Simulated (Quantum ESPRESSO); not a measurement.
# Cd under changes of volume

One of the cells (21.827 Å³/atom); the others are scaled copies at fixed shape and fractional positions:

```xyz
1
Lattice="0.0000 2.2181 2.2181 2.2181 0.0000 2.2181 2.2181 2.2181 0.0000" Properties=species:S:1:pos:R:3 pbc="T T T"
Cd    0.0000    0.0000    0.0000
```

This isn't the form of Cd at room conditions, which is hcp.

- Program: Quantum ESPRESSO 7.5
- Functional: PBE
- Potentials or basis: SSSP 1.3 efficiency PBE
- Cutoff: 816 eV
- Density cutoff: 6531 eV
- k mesh: 10 × 10 × 10
- Occupations: fermi-dirac, width 0.05 eV
- Spin: no spin polarisation

```csv
volume (Å³/atom),energy over the lowest point (meV/atom),pressure (GPa)
20.518,41.16,6.0
20.954,26.26,4.6
21.391,15.03,3.3
21.827,7.09,2.1
22.264,?,?
22.701,0.00,0.2
23.137,0.26,-0.6
```

Question: What does the run at 22.264 Å³/atom give?

Answer: Energy over the lowest point 2.18 meV/atom; pressure 1.1 GPa.

Worked out: A Birch-Murnaghan fit of order 3 (a polynomial in V^(-2/3)) to the other rows has its minimum at 22.87 Å³/atom with B0 = V·E''(V) = 46 GPa and B' = 4.2. It gives 2.19 meV/atom at 22.264 Å³/atom, against the run's 2.18, and -dE/dV = 1.3 GPa, against 1.1.

Energies are extrapolated to zero smearing.
